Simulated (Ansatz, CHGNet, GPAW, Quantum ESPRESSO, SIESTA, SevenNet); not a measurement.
# Quantum ESPRESSO on V/W superlattice along [001] (64 atoms): settings against a plane-wave reference

Aim: run V/W superlattice along [001] (64 atoms) in Quantum ESPRESSO and see how near its forces come to a plane-wave reference, and at what cost.

Main program and level: Quantum ESPRESSO 7.5; the method is named at each step.

### 1. The starting structure

The cell holds 64 atoms: 32 V and 32 W. Its edges and angles: a = 6.195 Å, b = 6.195 Å, c = 24.789 Å, α = 90.0°, β = 90.0°, γ = 90.0°. Bcc lattice with in-plane constant 3.0975 Å; 4 periods of V and 4 of W along [001], 2 x 2 in-plane cells; the two parts stretched along z by 0.9633 and 1.0374; not relaxed, displaced by a Gaussian of 0.02 Å. Then every atom was moved at random, 0.03 Å r.m.s. a Cartesian component. Regions: V, 32 atoms (32 V); W, 32 atoms (32 W). The structure's axis is c.

The yardstick, on the same geometry:

| Item | Value |
| --- | --- |
| method | Kohn-Sham DFT, PBE, PAW, plane waves (Ansatz 0.2.0); cutoff 420 eV, Γ point, fermi-dirac smearing of 0.05 eV, spin polarised, started with 32 parallel moments, ending at 14.9 μB in the cell; PAW set soft_2 |
| r.m.s. force component | 0.4136 eV/Å |
| longest force | 1.547 eV/Å |
| pressure | 3.38 GPa |
| SCF cycles | 39 |
| time | 95 s on 4 threads of Arm Neoverse V2, shared host |
| CPU time | 6.3 min |

### 2. PBE, sssp-1.3.0-efficiency, 45/360 Ry

Method: Kohn-Sham DFT, PBE, SSSP efficiency 1.3.0 pseudopotentials, plane waves.

File pw.in:

```
&control
  calculation = 'scf'
  pseudo_dir = './pseudo'
  outdir = './tmp'
  disk_io = 'none'
  tprnfor = .true.
  tstress = .true.
/
&system
  ibrav = 0
  nat = 64
  ntyp = 2
  ecutwfc = 45
  ecutrho = 360
  nosym = .true.
  occupations = 'smearing'
  smearing = 'fd'
  degauss = 0.003675
  nspin = 2
  starting_magnetization(1) = 0.5
/
&electrons
  conv_thr = 3.2e-07
  electron_maxstep = 100
  mixing_beta = 0.2
  mixing_mode = 'local-TF'
  diagonalization = 'david'
/
ATOMIC_SPECIES
V1 50.941 V.upf
W 183.840 W.upf
CELL_PARAMETERS angstrom
6.19500 0.00000 0.00000
0.00000 6.19500 0.00000
0.00000 0.00000 24.78867
ATOMIC_POSITIONS crystal
V1 0.00250 0.00087 0.00156
V1 0.50204 0.00047 0.99772
V1 0.99678 0.50117 0.00023
V1 0.99310 0.99244 0.12154
V1 0.24652 0.25745 0.05881
V1 0.49344 0.50656 0.99984
V1 0.49888 0.99765 0.12290
V1 0.74620 0.25752 0.06186
V1 0.99417 0.49868 0.12195
V1 0.25461 0.74986 0.05995
V1 0.99460 0.99450 0.24170
V1 0.24328 0.23885 0.18288
V1 0.49316 0.49819 0.12072
V1 0.75060 0.74265 0.05994
V1 0.49411 0.99332 0.23997
V1 0.74080 0.24559 0.17840
V1 0.99571 0.49297 0.23983
V1 0.25471 0.75445 0.17977
V1 0.00156 0.00936 0.35980
V1 0.25875 0.24628 0.30199
V1 0.49109 0.49847 0.24169
V1 0.75196 0.74916 0.18088
V1 0.50425 0.00615 0.35766
V1 0.75216 0.24690 0.29970
V1 0.99183 0.49511 0.35991
V1 0.25576 0.74762 0.30278
W 0.00673 0.00470 0.48119
V1 0.24764 0.24247 0.41955
V1 0.50140 0.50414 0.35870
V1 0.76122 0.75362 0.30183
W 0.49666 0.99659 0.48227
V1 0.74363 0.24703 0.42127
W 0.00344 0.49477 0.47929
V1 0.24692 0.75568 0.42193
W 0.98781 0.00797 0.61338
W 0.25904 0.23248 0.54623
W 0.50038 0.50945 0.47973
V1 0.74678 0.75090 0.42144
W 0.49500 0.00135 0.61267
W 0.75449 0.25263 0.54565
W 0.99469 0.50363 0.60807
W 0.25260 0.74675 0.54580
W 0.01024 0.99956 0.74001
W 0.25220 0.24935 0.67553
W 0.49211 0.50564 0.61087
W 0.74906 0.76006 0.54163
W 0.50304 0.00740 0.74078
W 0.74018 0.25577 0.67721
W 0.98906 0.49460 0.74006
W 0.23592 0.74965 0.67055
W 0.99807 0.99737 0.87160
W 0.26744 0.24947 0.80307
W 0.50457 0.51135 0.74157
W 0.74739 0.75714 0.67697
W 0.50066 0.99448 0.87039
W 0.75293 0.24155 0.80570
[... 4 atom lines left out ...]
W 0.74888 0.74653 0.80634
W 0.74583 0.24493 0.93330
W 0.23622 0.74839 0.93499
W 0.75795 0.74683 0.93534
K_POINTS gamma
```

Run with:

```bash
OMP_NUM_THREADS=1 mpirun -np 4 pw.x -in pw.in > output.txt
```

Numbers of over 12 decimals in the logs are rounded to 6 here.

The program printed:

```text
Program PWSCF
     gamma-point specific algorithms are used
     one sub-group per band group will be used
     scalapack distributed-memory algorithm (size of sub-group:  2*  2 procs)
     Parallelization info
     sticks:   dense  smooth     PW     G-vecs:    dense   smooth      PW
     Min         977     484    121               185034    65292    8182
     Max         982     486    124               185044    65338    8208
     Sum        3917    1941    489               740151   261293   32765
     bravais-lattice index     =            0
     lattice parameter (alat)  =      11.7069  a.u.
     unit-cell volume          =    6419.9619 (a.u.)^3
     number of atoms/cell      =           64
     number of atomic types    =            2
     number of electrons       =       864.00
     number of Kohn-Sham states=          518
     kinetic-energy cutoff     =      45.0000  Ry
     charge density cutoff     =     360.0000  Ry
     scf convergence threshold =      3.2E-07
     mixing beta               =       0.2000
     number of iterations used =            8  local-TF  mixing
     Exchange-correlation= SLA  PW   PBE  PBE
                           (   1   4   3   4   0   0   0)
     crystal axes: (cart. coord. in units of alat)
               a(1) = (   1.000000   0.000000   0.000000 )
               a(2) = (   0.000000   1.000000   0.000000 )
               a(3) = (   0.000000   0.000000   4.001400 )
     reciprocal axes: (cart. coord. in units 2 pi/alat)
               b(1) = (  1.000000  0.000000  0.000000 )
               b(2) = (  0.000000  1.000000  0.000000 )
               b(3) = (  0.000000  0.000000  0.249913 )
     PseudoPot. # 1 for V :
     Pseudo is Ultrasoft + core correction, Zval = 13.0
     PseudoPot. # 2 for W :
     Pseudo is Ultrasoft + core correction, Zval = 14.0
     atomic species   valence    mass     pseudopotential
     V1               13.00    50.94100     V ( 1.00)
     W                14.00   183.84000     W ( 1.00)
     Starting magnetic structure
     atomic species   magnetization
     V1              0.500
     W               0.000
     No symmetry found
   Cartesian axes
     number of k points=     1  Fermi-Dirac smearing, width (Ry)=  0.0037
                       cart. coord. in units 2pi/alat
        k(    1) = (   0.0000000   0.0000000   0.0000000), wk =   1.0000000
     Dense  grid:   370076 G-vectors     FFT dimensions: (  72,  72, 288)
     Smooth grid:   130647 G-vectors     FFT dimensions: (  50,  50, 216)
     Check: negative core charge=   -0.000002
     Generating pointlists ...
     new r_m :   0.1688 (alat units)  1.9767 (a.u.) for type    1
     new r_m :   0.1718 (alat units)  2.0110 (a.u.) for type    2
     Initial potential from superposition of free atoms
     starting charge     860.7498, renormalised to     864.0000
     negative rho (up, down):  1.014E+00 1.008E+00
     Starting wfcs are  736 randomized atomic wfcs
     Self-consistent Calculation
     iteration #  1     ecut=    45.00 Ry     beta= 0.20
     negative rho (up, down):  1.094E+00 1.088E+00
     total energy              =   -9779.70492926 Ry
     estimated scf accuracy    <    9746.09880657 Ry
     total magnetization       =    15.04 Bohr mag/cell
     absolute magnetization    =    18.33 Bohr mag/cell
     iteration #  2     ecut=    45.00 Ry     beta= 0.20
     negative rho (up, down):  1.463E+00 1.479E+00
     total energy              =   -9584.25527879 Ry
     estimated scf accuracy    <    7476.59792113 Ry
     total magnetization       =    31.44 Bohr mag/cell
     absolute magnetization    =    33.59 Bohr mag/cell
     iteration #  3     ecut=    45.00 Ry     beta= 0.20
[...]
total energy              =   -9674.36012756 Ry
     estimated scf accuracy    <   12355.00653348 Ry
     total magnetization       =    10.11 Bohr mag/cell
     absolute magnetization    =    14.94 Bohr mag/cell
[...]
c_bands:  4 eigenvalues not converged
[...]
total energy              =   -9732.29634064 Ry
[...]
iteration # 36     ecut=    45.00 Ry     beta= 0.20
[...]
total energy              =   -9732.29634137 Ry
     estimated scf accuracy    <       0.00000033 Ry
     total magnetization       =    14.68 Bohr mag/cell
     absolute magnetization    =    14.83 Bohr mag/cell
     iteration # 37     ecut=    45.00 Ry     beta= 0.20
[...]
Magnetic moment per site  (integrated on atomic sphere of radius R)
     atom   1 (R=0.169)  charge= 11.1209  magn=  0.1345
     atom   2 (R=0.169)  charge= 11.1102  magn=  0.2281
     atom   3 (R=0.169)  charge= 11.1514  magn=  0.1378
[...]
atom  63 (R=0.172)  charge= 11.0488  magn=  0.0180
     atom  64 (R=0.172)  charge= 11.0510  magn=  0.0100
     End of self-consistent calculation
 ------ SPIN UP ------------
          k = 0.0000 0.0000 0.0000 ( 16383 PWs)   bands (ev):
   -54.0953 -54.0755 -54.0349 -53.9983 -53.9903 -53.9828 -53.9776 -53.9740
   -53.9689 -53.9654 -53.9627 -53.9576 -53.9559 -53.9541 -53.9498 -53.9492
   -53.9441 -53.9423 -53.9410 -53.9333 -53.9315 -53.9289 -53.9232 -53.9197
[...]
21.8294  21.8441  21.8517  21.8535  21.8660  21.8898
 ------ SPIN DOWN ----------
          k = 0.0000 0.0000 0.0000 ( 16383 PWs)   bands (ev):
[...]
21.7663  21.8171  21.8255  21.8450  21.8581  21.8882  21.9188  21.9232
    21.9377  21.9401  21.9653  21.9743  21.9873  22.0062  22.0177  22.0296
    22.0404  22.0523  22.0525  22.0739  22.0751  22.0970
     the Fermi energy is    19.8551 ev
!    total energy              =   -9732.29634211 Ry
     estimated scf accuracy    <       0.00000016 Ry
     smearing contrib. (-TS)   =      -0.05659640 Ry
     internal energy E=F+TS    =   -9732.23974571 Ry
     The total energy is F=E-TS. E is the sum of the following terms:
     one-electron contribution =   -2016.85182425 Ry
     hartree contribution      =    1479.72457161 Ry
     xc contribution           =   -1950.51280404 Ry
     ewald contribution        =   -7244.59968903 Ry
     total magnetization       =    14.67 Bohr mag/cell
     absolute magnetization    =    14.82 Bohr mag/cell
     convergence has been achieved in  37 iterations
     negative rho (up, down):  1.081E+00 1.088E+00
     Forces acting on atoms (cartesian axes, Ry/au):
     atom    1 type  1   force =     0.00221019    0.00019178   -0.00377491
     atom    2 type  1   force =     0.00438734    0.00241287    0.01245376
     atom    3 type  1   force =     0.00568844   -0.00163821    0.01594128
[...]
atom   63 type  2   force =     0.03395578    0.00983377    0.03497825
     atom   64 type  2   force =    -0.03688297    0.00692430    0.04634254
     Total force =     0.227738     Total SCF correction =     0.001579
     Computing stress (Cartesian axis) and pressure
     negative rho (up, down):  1.081E+00 1.088E+00
          total   stress  (Ry/bohr**3)                   (kbar)     P=       24.96
   0.00021762  -0.00000259   0.00001225           32.01       -0.38        1.80
  -0.00000259   0.00021477   0.00001311           -0.38       31.59        1.93
   0.00001225   0.00001311   0.00007667            1.80        1.93       11.28
     Message from routine punch:
     Nothing written, as per user request (disk_io='none')
```

The job ended after 17 min (4 MPI ranks of Arm Neoverse V2, shared host; peak memory 4 GiB).

Banners, paths, timers and routine set-up lines are dropped from the logs unmarked, and long logs keep their key lines alone; longer cuts are marked.

Numbers from this run, and their distance from the reference:

```yaml
r_m_s_force_component: 0.4226 eV/Å
r_m_s_difference_of_force_components: 10.82 meV/Å
longest_difference_of_force_vectors: 48.9 meV/Å
force_difference_over_r_m_s_force: 2.617 %
slope_of_forces_against_the_reference_s: 1.022
correlation_of_force_components: 0.9999
pressure: 2.496 GPa
pressure_difference: -0.8842 GPa
```

Length of the force difference by element (eV/Å):

| element | atoms | mean | most |
| --- | --- | --- | --- |
| V | 32 | 0.0052 | 0.012 |
| W | 32 | 0.023 | 0.049 |

Local excerpt of 9 atoms (numbers count through the whole input) about V7, picked at random; x, y, z are measured from there.

| atom | x | y | z | distance (Å) | moment (μB) | Fx | Fy | Fz (eV/Å) |
| --- | --- | --- | --- | --- | --- | --- | --- | --- |
| V7 | 0.00 | 0.00 | 0.00 | 0.00 | 0.37 | 0.04 | -0.03 | -0.33 |
| V16 | 1.50 | 1.54 | 1.38 | 2.55 | 0.41 | -0.06 | -0.15 | 0.17 |
| V18 | -1.51 | -1.51 | 1.41 | 2.56 | 0.41 | -0.28 | -0.21 | 0.18 |
| V22 | 1.57 | -1.54 | 1.44 | 2.63 | 0.40 | -0.22 | -0.07 | -0.26 |
| V12 | -1.58 | 1.49 | 1.49 | 2.64 | 0.41 | -0.12 | 0.15 | -0.34 |
| V10 | -1.51 | -1.54 | -1.56 | 2.66 | 0.35 | -0.24 | -0.03 | -0.47 |
| V8 | 1.53 | 1.61 | -1.51 | 2.69 | 0.39 | -0.02 | -0.02 | -0.60 |
| V14 | 1.56 | -1.58 | -1.56 | 2.71 | 0.36 | -0.09 | 0.12 | -0.17 |
| V5 | -1.56 | 1.61 | -1.59 | 2.75 | 0.36 | 0.03 | 0.00 | -0.09 |

Forces lie 2.6 % from the reference's, at 11 times its CPU time.

The difference per atom is largest on W (0.023 eV/Å on average, against 0.0052 on V).

### 3. Results

```yaml
force_difference_from_the_reference: QE PBE, sssp-1.3.0-efficiency, 45/360 Ry, 2.6 %
its_cpu_time: 70 min
```

PBE on plane waves or a grid with other potentials, cutoffs or grids differs from the reference by 2.6 % (QE PBE, sssp-1.3.0-efficiency, 45/360 Ry) of the r.m.s. force; this holds the reference's own error, so differences of a few per cent don't tell which side is nearer the exact PBE result (QE's 45 Ry are 612 eV, against the reference's 420 eV). In the spin-polarised runs the search for a state of lower energy was switched off. The run was spin polarised, started with 32 parallel moments, ending at 14.9 μB in the cell; that starting order needn't be the real material's, and it bears on forces, charges and levels. The host structure and its lattice constant were typed by rule, without a check against the phase diagram. The reference's pressure of 3.4 GPa belongs to a cell and atoms that aren't relaxed at this level. The electronic-structure runs sample only Γ, in a cell whose shortest periodic width is 6 Å, which is coarse for a cell with partly filled levels. Spin–orbit coupling is left out, which matters for the levels of the heavy elements.

[Also dropped from logs without a mark: logging warnings of Python, and SIESTA's first energy breakdown and zero terms.]

[Logs are printed without paths, hosts, clocks, repeated set-up lines and the standing remarks that a program may print on its own settings, such as how far it seeks lower states.]

[Hosts, paths, dates, database ids (printed as entryN), source tags and the programs' standing remarks are cut or masked in the printed files.]
